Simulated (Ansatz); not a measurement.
# MgSe2: the cost of one run

Method: DFT PBE, scalar-relativistic, plane waves, PAW, in Ansatz 0.2.0.

## 1. The system as given

Symmetry: Pnnm, No. 58, orthorhombic system. Conventional cell: a = 4.291 Å, b = 7.823 Å, c = 4.720 Å, α = 90.00°, β = 90.00°, γ = 90.00°. Mg (site symmetry 2/m) is surrounded by 6 Se at 2.90 to 3.18 Å. Around Se (site symmetry m) lie 1 Se at 2.13 Å and 1 Mg at 2.90 Å.

Structure file:

```xyz
6
Lattice="4.2905 0.0000 0.0000 0.0000 7.8229 0.0000 0.0000 0.0000 4.7203" Properties=species:S:1:pos:R:3 pbc="T T T"
Mg    2.1453    0.0000    2.3601
Mg    0.0000    3.9115    0.0000
Se    4.0165    1.0272    0.0000
Se    0.2740    6.7957    0.0000
Se    1.8713    2.8842    2.3601
Se    2.4193    4.9387    2.3601
```

The cell is invented: random cell by space group and Wyckoff sites (Pnnm, No. 58). Its size is a rough estimate.

## 2. Probe: one point on a coarse mesh

input.yaml

```yaml
crystal:
  lattice:
    - [4.2905278, 0.0, 0.0]
    - [0.0, 7.82294493, 0.0]
    - [0.0, 0.0, 4.72028236]
  atoms:
    - { symbol: Mg, position: [0.5, 0.0, 0.5] }
    - { symbol: Mg, position: [0.0, 0.5, 0.0] }
    - { symbol: Se, position: [0.93613845, 0.13131218, 0.0] }
    - { symbol: Se, position: [0.06386155, 0.86868782, 0.0] }
    - { symbol: Se, position: [0.43613845, 0.36868782, 0.5] }
    - { symbol: Se, position: [0.56386155, 0.63131218, 0.5] }
basis:
  ecutwfc: 420
kpoints:
  mp_grid: { grid: [4, 2, 4] }
hamiltonian:
  xc: pbe
scf:
  occupations: { method: gaussian, width: 0.1 }
  lower_state_search: "off"
output:
  forces: true
  stress: true
  eigenvalues: true
```

Started as:

```console
> ansatz run input.yaml --threads 1 --pin off --max-ram 2560MiB --backend cpu --events-out ev --progress --plain --runs-dir out
```

**Question.** How long does this run take on 1 thread of Arm Neoverse V2, shared host, and how much memory does it need?

About 7.3 s, with a peak of 0.41 GiB.
